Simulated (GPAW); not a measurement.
GaSb in GPAW: convergence with basis set

GaSb:

```xyz
2
Lattice="-1.5559 2.6750 2.8933 1.5559 -2.6750 2.8933 1.5559 2.6750 -2.8933" Properties=species:S:1:pos:R:3 pbc="T T T"
Sb    0.0000    0.0000    2.8933
Ga    0.0000    0.0000    0.0000
```

Measurements of this composition are mostly on another form, of space group No. 216.

```yaml
Program: GPAW 26.7.0
Task: convergence study
Functional: PBE
Potentials_or_basis: GPAW PAW data sets (gpaw-data 1.2.1)
Basis: lcao:sz(dzp)
Grid_spacing: 0.16 Å
k_mesh: 6 × 6 × 6
Occupations: fermi-dirac, width 0.05 eV
Spin: no spin polarisation
```

These are the settings of the first run; the series varies basis set, with any setting tied to it.

Hardware: 1 thread of AMD EPYC 9R45 96-Core Processor (Zen 5), with other jobs on the host.

| basis set | energy less the tightest run, at zero smearing (meV/atom) | SCF cycles | CPU time (s) | peak memory (GiB) |
| --- | --- | --- | --- | --- |
| lcao:sz(dzp) | 701.43 | 8 | 47 | 0.21 |
| lcao:szp(dzp) | 370.49 | 8 | 190 | 0.24 |
| lcao:dz(dzp) | 423.21 | 9 | 68 | 0.22 |
| lcao:dzp | 245.65 | 9 | 240 | 0.25 |
| fd | -6.08 | 11 | 63 | 0.51 |
| pw | 0.00 | 9 | 9.9 | 0.18 |

Not settled before the last step: the energy (to 1 meV/atom). The tightest run that finished is the yardstick and may itself not be fully converged.

Caveat, for the tightest run too: the k mesh is coarse (spacing up to 0.39 Å⁻¹), so the values aren't converged. Spin-orbit coupling is left out, which matters for the levels of Sb.
